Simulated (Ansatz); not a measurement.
# Platinum, simple cubic under r²SCAN: from relaxation to bulk modulus, part 2 of 2

What does r²SCAN give for platinum in the simple cubic structure? We relax it, solve it on a dense k-mesh, then scale the cell to 7 volumes from 88 to 112 % of the relaxed one and try a fit of the equation of state. The start is ferromagnetic. The k-meshes are 12×12×12 for the relaxation; 20×20×20 for the dense run; 20×20×20 for the volumes.

Ansatz 0.2.0; DFT, r2SCAN, plane waves (500 eV) with PAW, scalar-relativistic. Earlier steps stand in the parts before.

## 5. At 92 % of the relaxed volume

This is Pt in the simple cubic structure; at room conditions it is fcc.

input.yaml reads:

```yaml
crystal:
  lattice:
    - [2.532025543, 0.0, 0.0]
    - [0.0, 2.532025543, 0.0]
    - [0.0, 0.0, 2.532025543]
  atoms:
    - { symbol: Pt, position: [0.0, 0.0, 0.0], spin: 1.0 }
hamiltonian:
  xc: r2scan
  pseudopotentials:
    kind: paw
    azcp:
      Pt: "pseudopotentials/Pt.paw.azcp"
basis:
  ecutwfc: 500
  fft_grid_basis: typed
kpoints:
  mp_grid: { grid: [20, 20, 20], shift: [0, 0, 0] }
magnetization:
  spin_polarized: true
scf:
  occupations: { method: fermi_dirac, width: 0.05 }
output:
  stress: true
```

The program printed, cut to the lines that bear on the results:

```text
Warning: RAYON_NUM_THREADS=2 ignored (pool sized by the plan → 2); use --threads N
[...]
Pseudopotentials: kind: paw
Pseudopotential: Pt, paw, valence charge 18, recommended cutoff 500 eV (meta_gga), <dir>
Functional definition: r2SCAN
[...]
Crystal: 1 atoms, lattice volume = 16.233 Å³
Basis set: ecut = 500 eV, 437 PW (Γ), exchange–correlation on 80×80×80 points (64 copies of the dense FFT grid, shifted against one another)
Bands: 14, of which v1, the nominal top of the filled ones, is band 9 counted from 1 (8 counted from 0)
Symmetry: 48 space group operations
Space group: Pm-3m (ITA 221), of the structure as read, at distance tolerance 2.5e-5 Å
Magnetic group: BNS 221.92 (UNI 1594), of the structure as read, at distance tolerance 2.5e-5 Å
k-points: 286 of 8000
[...]
Starting moments: Σ|m| = 1 μB on 1 of 1 site
[...]
SCF iter   1: F=—  HF=-12536.270412 eV  |F-HF|=—  |Δ(HF+E_count)|=         —  Δρ=4.75e-2 (↑4.75e-2 ↓2.67e-2)  dr2=5.86e-1  dr2_τ=1.03e-2  dr2_m=5.13e-2  M=0.556 μB ∫|m|=0.563 μB  β_m=0.67  ethr=2.21e-3  ⟨swp⟩=2.0  Hψ=60507  notcnv=0
[...]
WARN: the starting moments were not kept: the SCF closed with an absolute magnetisation of 4.2e-7 μB, where they sum to 1 μB in size (1 site). That is at most 0.1 of that sum. Measured as dr2_m measures the in/out step, that magnetisation stands 9.2e-14 eV from none, at or under the [...]
this state was not tested for a lower state beside it, because the mixer in use, unlike msr1, does not test its closes by its own steps (another_mixer; see scf.mixing.algorithm and scf.lower_state_search)
SCF converged after 19 iterations
Magnetization: -0.0000 μB (9.0000 up, 9.0000 down)
Absolute magnetization: 0.0000 μB (∫|ρ↑−ρ↓|, with the PAW one-centre terms)
Spin contamination: 0.0000 ħ² per cell (⟨S²⟩ above its minimum at these occupations)
Per-site moments (μB) at R_I (Å): [(-6.265048539333516e-8, 1.0444605364875001)]
Free energy (F): -12536.274727 eV
[...]
E sigma→0 (E₀):  -12536.269654 eV
Entropy (-TS):   -0.010145 eV (-10.145 meV/atom)
Fermi energy:    20.970548 eV
[...]
--- Stress (GPa, compression-positive) ---
       21.468704      -0.000000       0.000000
        0.000000      21.468704       0.000000
       -0.000000       0.000000      21.468704
  P = ⅓ Tr σ = 21.4687 GPa (214.687 kbar)
```

Run time: 17 s. Hardware: 2 threads of an x86-64 CPU, shared host; peak memory 0.47 GiB.

## 6. At 96 % of the relaxed volume

Edit input.yaml of step 5 so:

```diff
@@ -2,5 +2,5 @@
   lattice:
-    - [2.532025543, 0.0, 0.0]
-    - [0.0, 2.532025543, 0.0]
-    - [0.0, 0.0, 2.532025543]
+    - [2.5682022241, 0.0, 0.0]
+    - [0.0, 2.5682022241, 0.0]
+    - [0.0, 0.0, 2.5682022241]
   atoms:
@@ -24 +24,5 @@
   stress: true
+  write_density: true
+  write_potential: true
+  elf: true
+  volumetric_format: npy
```

The program printed, cut to the lines that bear on the results:

```text
Warning: RAYON_NUM_THREADS=2 ignored (pool sized by the plan → 2); use --threads N
[...]
[... 3 set-up lines as earlier in the session ...]
[...]
Crystal: 1 atoms, lattice volume = 16.939 Å³
Basis set: ecut = 500 eV, 437 PW (Γ), exchange–correlation on 80×80×80 points (64 copies of the dense FFT grid, shifted against one another)
Bands: 14, of which v1, the nominal top of the filled ones, is band 9 counted from 1 (8 counted from 0)
[... 2 set-up lines as earlier in the session ...]
Magnetic group: BNS 221.92 (UNI 1594), of the structure as read, at distance tolerance 2.6e-5 Å
k-points: 286 of 8000
[...]
Starting moments: Σ|m| = 1 μB on 1 of 1 site
[...]
SCF iter   1: F=—  HF=-12536.332976 eV  |F-HF|=—  |Δ(HF+E_count)|=         —  Δρ=4.61e-2 (↑4.61e-2 ↓2.58e-2)  dr2=5.97e-1  dr2_τ=1.05e-2  dr2_m=4.79e-2  M=0.567 μB ∫|m|=0.575 μB  β_m=0.69  ethr=2.25e-3  ⟨swp⟩=2.0  Hψ=60479  notcnv=0
[...]
WARN: the starting moments were not kept: the SCF closed with an absolute magnetisation of 1.4e-6 μB, where they sum to 1 μB in size (1 site). That is at most 0.1 of that sum. Measured as dr2_m measures the in/out step, that magnetisation stands 1.8e-12 eV from none, at or under the [...]
this state was not tested for a lower state beside it, because the mixer in use, unlike msr1, does not test its closes by its own steps (another_mixer; see scf.mixing.algorithm and scf.lower_state_search)
SCF converged after 18 iterations
Magnetization: 0.0000 μB (9.0000 up, 9.0000 down)
Absolute magnetization: 0.0000 μB (∫|ρ↑−ρ↓|, with the PAW one-centre terms)
Spin contamination: 0.0000 ħ² per cell (⟨S²⟩ above its minimum at these occupations)
Per-site moments (μB) at R_I (Å): [(4.583287993386251e-7, 1.0593834174412502)]
Free energy (F): -12536.341633 eV
[...]
E sigma→0 (E₀):  -12536.336232 eV
Entropy (-TS):   -0.010801 eV (-10.801 meV/atom)
Fermi energy:    19.772087 eV
[...]
--- Stress (GPa, compression-positive) ---
        9.399545      -0.000000      -0.000000
       -0.000000       9.399545       0.000000
       -0.000000       0.000000       9.399545
  P = ⅓ Tr σ = 9.3995 GPa (93.995 kbar)
--- Band table (eV; the first three rows and the last of 572) ---
  k-point 0 ↑: bands = ["-80.5006", "-33.8426", "-33.8426", "-33.8426", "10.6586", "13.4025", "13.4025", "20.0867", "20.0867", "20.0867", "36.0347", "36.0347", "36.0347", "42.5271"]
[...]
```

Wall time 19 s (2 threads of an x86-64 CPU, shared host); peak memory 0.48 GiB.

Density in a lattice plane of the grid's cell (edges 2.57 and 2.57 Å, at 0.000 of the third edge), which holds Pt. It is the smooth density of the valence electrons, not physical close to the nuclei.

Ten even steps from ' ' (0.16 e/Å³) to '@' (11.98 e/Å³):
```
@@@@%%##**==--::..              ..::--==**##%%@@
%%%%##**++==::....              ....::==++**##%%
##****++==--::..                  ..::--==++****
++++====--::....                  ....::--====++
------::::....                      ....::::----
..........                              ........
....                                          ..
                                                
                                                
                                                
                                                
                                                
....                                          ..
..........                              ........
------::::....                      ....::::----
++++====--::....                  ....::--====++
##****++==--::..                  ..::--==++****
%%%%##**++==::....              ....::==++**##%%
@@@@%%##**==--::..              ..::--==**##%%@@
@@@@@@##**++--::..              ..::--++**##@@@@
```
Columns run along the first of these edges and rows up along the second, over one cell in 24 and 20 even steps from the bottom left corner. Atoms in the plane (fractional): Pt at (0.00, 0.00).

## 7. At 100 % of the relaxed volume

Edit input.yaml of step 6 so:

```diff
@@ -2,5 +2,5 @@
   lattice:
-    - [2.5682022241, 0.0, 0.0]
-    - [0.0, 2.5682022241, 0.0]
-    - [0.0, 0.0, 2.5682022241]
+    - [2.6033874488, 0.0, 0.0]
+    - [0.0, 2.6033874488, 0.0]
+    - [0.0, 0.0, 2.6033874488]
   atoms:
@@ -24,5 +24 @@
   stress: true
-  write_density: true
-  write_potential: true
-  elf: true
-  volumetric_format: npy
```

The program printed, cut to the lines that bear on the results:

```text
Warning: RAYON_NUM_THREADS=2 ignored (pool sized by the plan → 2); use --threads N
[...]
[... 3 set-up lines as earlier in the session ...]
[...]
Crystal: 1 atoms, lattice volume = 17.645 Å³
Basis set: ecut = 500 eV, 461 PW (Γ), exchange–correlation on 80×80×80 points (64 copies of the dense FFT grid, shifted against one another)
Bands: 14, of which v1, the nominal top of the filled ones, is band 9 counted from 1 (8 counted from 0)
[... 2 set-up lines as earlier in the session ...]
Magnetic group: BNS 221.92 (UNI 1594), of the structure as read, at distance tolerance 2.6e-5 Å
k-points: 286 of 8000
[...]
Starting moments: Σ|m| = 1 μB on 1 of 1 site
[...]
SCF iter   1: F=—  HF=-12536.348902 eV  |F-HF|=—  |Δ(HF+E_count)|=         —  Δρ=4.51e-2 (↑4.51e-2 ↓2.47e-2)  dr2=5.99e-1  dr2_τ=1.11e-2  dr2_m=4.78e-2  M=0.567 μB ∫|m|=0.574 μB  β_m=0.69  ethr=2.26e-3  ⟨swp⟩=2.0  Hψ=60312  notcnv=0
[...]
WARN: the starting moments were not kept: the SCF closed with an absolute magnetisation of 4.2e-6 μB, where they sum to 1 μB in size (1 site). That is at most 0.1 of that sum. Measured as dr2_m measures the in/out step, that magnetisation stands 8.8e-12 eV from none, at or under the [...]
this state was not tested for a lower state beside it, because the mixer in use, unlike msr1, does not test its closes by its own steps (another_mixer; see scf.mixing.algorithm and scf.lower_state_search)
SCF converged after 19 iterations
Magnetization: 0.0000 μB (9.0000 up, 9.0000 down)
Absolute magnetization: 0.0000 μB (∫|ρ↑−ρ↓|, with the PAW one-centre terms)
Spin contamination: 0.0000 ħ² per cell (⟨S²⟩ above its minimum at these occupations)
Per-site moments (μB) at R_I (Å): [(4.015970846256495e-6, 1.07389732263)]
Free energy (F): -12536.361531 eV
[...]
E sigma→0 (E₀):  -12536.355694 eV
Entropy (-TS):   -0.011676 eV (-11.676 meV/atom)
Fermi energy:    18.674464 eV
[...]
--- Stress (GPa, compression-positive) ---
        0.047861       0.000000       0.000000
        0.000000       0.047861       0.000000
        0.000000       0.000000       0.047861
  P = ⅓ Tr σ = 0.0479 GPa (0.479 kbar)
```

It took 18 s on 2 threads of an x86-64 CPU, shared host; peak memory 0.48 GiB.

## 8. At 104 % of the relaxed volume

Edit input.yaml of step 7 so:

```diff
@@ -2,5 +2,5 @@
   lattice:
-    - [2.6033874488, 0.0, 0.0]
-    - [0.0, 2.6033874488, 0.0]
-    - [0.0, 0.0, 2.6033874488]
+    - [2.6376464755, 0.0, 0.0]
+    - [0.0, 2.6376464755, 0.0]
+    - [0.0, 0.0, 2.6376464755]
   atoms:
```

The program printed, cut to the lines that bear on the results:

```text
Warning: RAYON_NUM_THREADS=2 ignored (pool sized by the plan → 2); use --threads N
[...]
[... 3 set-up lines as earlier in the session ...]
[...]
Crystal: 1 atoms, lattice volume = 18.351 Å³
Basis set: ecut = 500 eV, 461 PW (Γ), exchange–correlation on 80×80×80 points (64 copies of the dense FFT grid, shifted against one another)
Bands: 14, of which v1, the nominal top of the filled ones, is band 9 counted from 1 (8 counted from 0)
[... 2 set-up lines as earlier in the session ...]
Magnetic group: BNS 221.92 (UNI 1594), of the structure as read, at distance tolerance 2.6e-5 Å
k-points: 286 of 8000
[...]
Starting moments: Σ|m| = 1 μB on 1 of 1 site
[...]
SCF iter   1: F=—  HF=-12536.318922 eV  |F-HF|=—  |Δ(HF+E_count)|=         —  Δρ=4.30e-2 (↑4.30e-2 ↓2.41e-2)  dr2=6.01e-1  dr2_τ=1.08e-2  dr2_m=4.16e-2  M=0.588 μB ∫|m|=0.596 μB  β_m=0.73  ethr=2.24e-3  ⟨swp⟩=2.0  Hψ=60171  notcnv=0
[...]
WARN: the starting moments were not kept: the SCF closed with an absolute magnetisation of 1.1e-5 μB, where they sum to 1 μB in size (1 site). That is at most 0.1 of that sum. Measured as dr2_m measures the in/out step, that magnetisation stands 7.5e-11 eV from none, at or under the [...]
this state was not tested for a lower state beside it, because the mixer in use, unlike msr1, does not test its closes by its own steps (another_mixer; see scf.mixing.algorithm and scf.lower_state_search)
SCF converged after 20 iterations
Magnetization: 0.0000 μB (9.0000 up, 9.0000 down)
Absolute magnetization: 0.0000 μB (∫|ρ↑−ρ↓|, with the PAW one-centre terms)
Spin contamination: 0.0000 ħ² per cell (⟨S²⟩ above its minimum at these occupations)
Per-site moments (μB) at R_I (Å): [(1.0956725550644194e-5, 1.08802917114375)]
Free energy (F): -12536.345190 eV
[...]
E sigma→0 (E₀):  -12536.339035 eV
Entropy (-TS):   -0.012310 eV (-12.310 meV/atom)
Fermi energy:    17.666726 eV
[...]
--- Stress (GPa, compression-positive) ---
       -7.166381       0.000000       0.000000
        0.000000      -7.166381       0.000000
        0.000000       0.000000      -7.166381
  P = ⅓ Tr σ = -7.1664 GPa (-71.664 kbar)
```

It took 25 s on 2 threads of an x86-64 CPU, shared host; peak memory 0.49 GiB.

## 9. At 108 % of the relaxed volume

Edit input.yaml of step 8 so:

```diff
@@ -2,5 +2,5 @@
   lattice:
-    - [2.6376464755, 0.0, 0.0]
-    - [0.0, 2.6376464755, 0.0]
-    - [0.0, 0.0, 2.6376464755]
+    - [2.6710379504, 0.0, 0.0]
+    - [0.0, 2.6710379504, 0.0]
+    - [0.0, 0.0, 2.6710379504]
   atoms:
```

The program printed, cut to the lines that bear on the results:

```text
Warning: RAYON_NUM_THREADS=2 ignored (pool sized by the plan → 2); use --threads N
[...]
[... 3 set-up lines as earlier in the session ...]
[...]
Crystal: 1 atoms, lattice volume = 19.056 Å³
Basis set: ecut = 500 eV, 461 PW (Γ), exchange–correlation on 80×80×80 points (64 copies of the dense FFT grid, shifted against one another)
Bands: 14, of which v1, the nominal top of the filled ones, is band 9 counted from 1 (8 counted from 0)
[... 1 set-up line as earlier in the session ...]
Space group: Pm-3m (ITA 221), of the structure as read, at distance tolerance 2.7e-5 Å
Magnetic group: BNS 221.92 (UNI 1594), of the structure as read, at distance tolerance 2.7e-5 Å
k-points: 286 of 8000
[...]
Starting moments: Σ|m| = 1 μB on 1 of 1 site
[...]
SCF iter   1: F=—  HF=-12536.264614 eV  |F-HF|=—  |Δ(HF+E_count)|=         —  Δρ=4.13e-2 (↑4.13e-2 ↓2.32e-2)  dr2=5.93e-1  dr2_τ=1.09e-2  dr2_m=3.86e-2  M=0.598 μB ∫|m|=0.607 μB  β_m=0.75  ethr=2.21e-3  ⟨swp⟩=2.0  Hψ=60428  notcnv=0
[...]
WARN: the starting moments were not kept: the SCF closed with an absolute magnetisation of 9.4e-6 μB, where they sum to 1 μB in size (1 site). That is at most 0.1 of that sum. Measured as dr2_m measures the in/out step, that magnetisation stands 4.4e-11 eV from none, at or under the [...]
this state was not tested for a lower state beside it, because the mixer in use, unlike msr1, does not test its closes by its own steps (another_mixer; see scf.mixing.algorithm and scf.lower_state_search)
SCF converged after 23 iterations
Magnetization: 0.0000 μB (9.0000 up, 9.0000 down)
Absolute magnetization: 0.0000 μB (∫|ρ↑−ρ↓|, with the PAW one-centre terms)
Spin contamination: 0.0000 ħ² per cell (⟨S²⟩ above its minimum at these occupations)
Per-site moments (μB) at R_I (Å): [(8.927957576038971e-6, 1.10180315454)]
Free energy (F): -12536.300764 eV
[...]
E sigma→0 (E₀):  -12536.294291 eV
Entropy (-TS):   -0.012947 eV (-12.947 meV/atom)
Fermi energy:    16.734228 eV
[...]
--- Stress (GPa, compression-positive) ---
      -12.756488      -0.000000       0.000000
        0.000000     -12.756488       0.000000
       -0.000000       0.000000     -12.756488
  P = ⅓ Tr σ = -12.7565 GPa (-127.565 kbar)
```

It took 22 s on 2 threads of an x86-64 CPU, shared host; peak memory 0.48 GiB.

## 10. At 112 % of the relaxed volume

Edit input.yaml of step 9 so:

```diff
@@ -2,5 +2,5 @@
   lattice:
-    - [2.6710379504, 0.0, 0.0]
-    - [0.0, 2.6710379504, 0.0]
-    - [0.0, 0.0, 2.6710379504]
+    - [2.7036147945, 0.0, 0.0]
+    - [0.0, 2.7036147945, 0.0]
+    - [0.0, 0.0, 2.7036147945]
   atoms:
```

The program printed, cut to the lines that bear on the results:

```text
Warning: RAYON_NUM_THREADS=2 ignored (pool sized by the plan → 2); use --threads N
[...]
[... 3 set-up lines as earlier in the session ...]
[...]
Crystal: 1 atoms, lattice volume = 19.762 Å³
Basis set: ecut = 500 eV, 485 PW (Γ), exchange–correlation on 80×80×80 points (64 copies of the dense FFT grid, shifted against one another)
Bands: 14, of which v1, the nominal top of the filled ones, is band 9 counted from 1 (8 counted from 0)
[... 2 set-up lines as earlier in the session ...]
Magnetic group: BNS 221.92 (UNI 1594), of the structure as read, at distance tolerance 2.7e-5 Å
k-points: 286 of 8000
[...]
Starting moments: Σ|m| = 1 μB on 1 of 1 site
[...]
SCF iter   1: F=—  HF=-12536.188962 eV  |F-HF|=—  |Δ(HF+E_count)|=         —  Δρ=3.96e-2 (↑3.96e-2 ↓2.24e-2)  dr2=5.80e-1  dr2_τ=1.10e-2  dr2_m=3.58e-2  M=0.607 μB ∫|m|=0.617 μB  β_m=0.76  ethr=2.16e-3  ⟨swp⟩=2.0  Hψ=60216  notcnv=0
[...]
WARN: the starting moments were not kept: the SCF closed with an absolute magnetisation of 9.9e-7 μB, where they sum to 1 μB in size (1 site). That is at most 0.1 of that sum. Measured as dr2_m measures the in/out step, that magnetisation stands 5.3e-13 eV from none, at or under the [...]
this state was not tested for a lower state beside it, because the mixer in use, unlike msr1, does not test its closes by its own steps (another_mixer; see scf.mixing.algorithm and scf.lower_state_search)
SCF converged after 21 iterations
Magnetization: 0.0000 μB (9.0000 up, 9.0000 down)
Absolute magnetization: 0.0000 μB (∫|ρ↑−ρ↓|, with the PAW one-centre terms)
Spin contamination: 0.0000 ħ² per cell (⟨S²⟩ above its minimum at these occupations)
Per-site moments (μB) at R_I (Å): [(5.188063950675602e-7, 1.11524110273125)]
Free energy (F): -12536.234755 eV
[...]
E sigma→0 (E₀):  -12536.227995 eV
Entropy (-TS):   -0.013519 eV (-13.519 meV/atom)
Fermi energy:    15.871431 eV
[...]
--- Stress (GPa, compression-positive) ---
      -17.022301       0.000000      -0.000000
        0.000000     -17.022301       0.000000
       -0.000000       0.000000     -17.022301
  P = ⅓ Tr σ = -17.0223 GPa (-170.223 kbar)
```

Run time: 29 s. Hardware: 2 threads of an x86-64 CPU, shared host; peak memory 0.49 GiB.

## 11. The equation of state

The cell was scaled evenly, with its shape and the fractional positions fixed.

```
V (Å³/atom)  E − E₀ (meV/atom)  P from the stress (GPa)  P from the fit (GPa)
     15.527              212.9                    36.93                 36.93
     16.233               86.1                    21.47                 21.35
     16.939               19.5                     9.40                  9.31
     17.645                0.0                     0.05                 -0.02
     18.351               16.7                    -7.17                 -7.24
     19.056               61.4                   -12.76                -12.82
     19.762              127.7                   -17.02                -17.11
```

Fit (Birch-Murnaghan, third order): V₀ = 17.643 Å³/atom, B₀ = 205 GPa, B₀′ = 5.4, largest residual 0.09 meV/atom.

Fit and stress differ a little: one follows E(σ → 0), the other the smeared free energy.

## 12. Summary of results

What follows sums up all 2 parts.

| quantity | value |
| --- | --- |
| space group (spins left aside) | Pm-3m (No. 221) |
| conventional cell | a = 2.603 Å |
| volume | 17.645 Å³/atom |
| shortest distance | 2.603 Å |
| gap on the mesh | none (levels filled in part) |
| magnetic state | non-magnetic |
| relative to fcc | +435 meV/atom |
| V₀, B₀, B₀′ | 17.643 Å³/atom, 205 GPa, 5.4 |

From the guessed start the volume grew by 8.2 % in 5 steps. It lies 435 meV/atom above the element's reference form at the same level (fcc, from a run of its own), so it is far from stable. The moments die out: the run ends non-magnetic. Levels at the Fermi energy are filled in part, as in a metal. The fitted modulus is 205 GPa. The symmetry was held, so the structure may be unstable against distortions that break it.
